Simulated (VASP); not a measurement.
FeO (Wuestite):

```
Fe O
1.0
     0.00000    2.15540    2.15540
     2.15540    0.00000    2.15540
     2.15540    2.15540    0.00000
Fe O
1 1
Direct
  0.00000 0.00000 0.00000
  0.50000 0.50000 0.50000
```

- Program: VASP 6.6.1
- Task: relaxation of cell and atoms
- Functional: PBEsol
- Potentials or basis: VASP PAW PBE potentials, release 64 (Fe, O)
- Cutoff: 600 eV
- k mesh: 8 × 8 × 8
- Occupations: fermi-dirac, width 0.05 eV
- Spin: collinear spin, ferromagnetic start
- Starting moments: [3.0, 0.0] μB

At the start: pressure -8.3 GPa; volume 10.01 Å³/atom.

Question: Where does the relaxation end?

Answer: Over 3 steps the energy falls by 11.8 meV/atom and the volume is 9.58 Å³/atom (-4.3 %); space group Fm-3m (No. 225, to 0.05 Å); moment 4.00 μB per cell.

The path:
```
step  energy change (eV)  largest force (eV/Å)  pressure (GPa)  volume (Å³)
   1              0.0000                0.0000           -8.31        20.03
   2             -0.0107                0.0000            6.99        18.56
   3             -0.0236                0.0000            0.11        19.16
```

Final structure:
```
CELL_PARAMETERS angstrom
0.00000 2.12386 2.12386
2.12386 0.00000 2.12386
2.12386 2.12386 0.00000
ATOMIC_POSITIONS crystal
Fe 0.00000 0.00000 0.00000
O 0.50000 0.50000 0.50000
```

Caveat: the PAW data sets were made with another functional, which shifts forces and pressure a little; a cell with one magnetic atom can't hold antiferromagnetic order, which such compounds often take.
